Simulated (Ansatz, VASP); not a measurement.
This is a calculation of AlN for Ansatz 0.2.0.

Contents of input.yaml:

```yaml
crystal:
  lattice:
    - [3.3770756797, 0.0, 0.0]
    - [-1.6885378398, 2.9246333291, 0.0]
    - [0.0, 0.0, 4.2696929295]
  atoms:
    - { symbol: Al, position: [0.6666666667, 0.3333333333, 0.25] }
    - { symbol: Al, position: [0.3333333333, 0.6666666667, 0.75] }
    - { symbol: "N", position: [0.6666666667, 0.3333333333, 0.75] }
    - { symbol: "N", position: [0.3333333333, 0.6666666667, 0.25] }
hamiltonian:
  xc: pbe
  pseudopotentials: { kind: paw }
kpoints:
  mp_grid: { grid: [9, 9, 7] }
scf:
  occupations: { method: fermi_dirac, width: 0.05 }
output:
  forces: true
  stress: true
  eigenvalues: true
```

Potentials or basis: Ansatz PAW.

Launch:

```bash
$ ansatz run input.yaml --threads 2 --pin off --max-ram 5120MiB --backend cpu --events-out ev --progress --plain --runs-dir out
```

Problem. Translate it to VASP 6.6.1. Potentials there: VASP PAW PBE potentials, release 64 (Al, N).

Solution. As run (the cutoff follows the program's own potentials):

File INCAR:

```
PREC = Accurate
ENCUT = 520
EDIFF = 1E-7
ISMEAR = -1
SIGMA = 0.05
LREAL = False
LASPH = True
NELM = 100
ALGO = Normal
ISIF = 2
LWAVE = False
LCHARG = False
GGA = PE
NBANDS = 16
```

Contents of KPOINTS:

```
Automatic mesh
0
Gamma
  9 9 7
```

File POSCAR:

```
AlN
1.0
    3.3770756797      0.0000000000      0.0000000000
   -1.6885378398      2.9246333291      0.0000000000
    0.0000000000      0.0000000000      4.2696929295
Al N
2 2
Direct
    0.6666666667      0.3333333333      0.2500000000
    0.3333333333      0.6666666667      0.7500000000
    0.6666666667      0.3333333333      0.7500000000
    0.3333333333      0.6666666667      0.2500000000
```

Potentials or basis: VASP PAW PBE potentials, release 64 (Al, N).

The run is started by

```bash
$ cat potpaw_PBE.64/Al/POTCAR potpaw_PBE.64/N/POTCAR > POTCAR
$ mpirun -np 1 vasp_std > vasp.out
```

Both were run:

|  | VASP | Ansatz | Ansatz less VASP |
| --- | --- | --- | --- |
| gap on the k mesh at the Fermi level (eV) | 2.83 | 2.82 | -0.008 |
| least direct gap on the mesh (eV) | 2.83 | 2.82 | -0.008 |
| pressure (GPa) | -10.8 | -10.5 | +0.23 |
| largest component of the traceless stress (GPa) | 1.47 | 1.33 | -0.135 |

Caveats: odd divisions of the mesh miss points on the zone boundary, where band edges often lie, so the gap on the mesh can be too wide (Ansatz); the pressure holds a Pulay correction of +0.4 GPa for the finite cutoff (Ansatz).
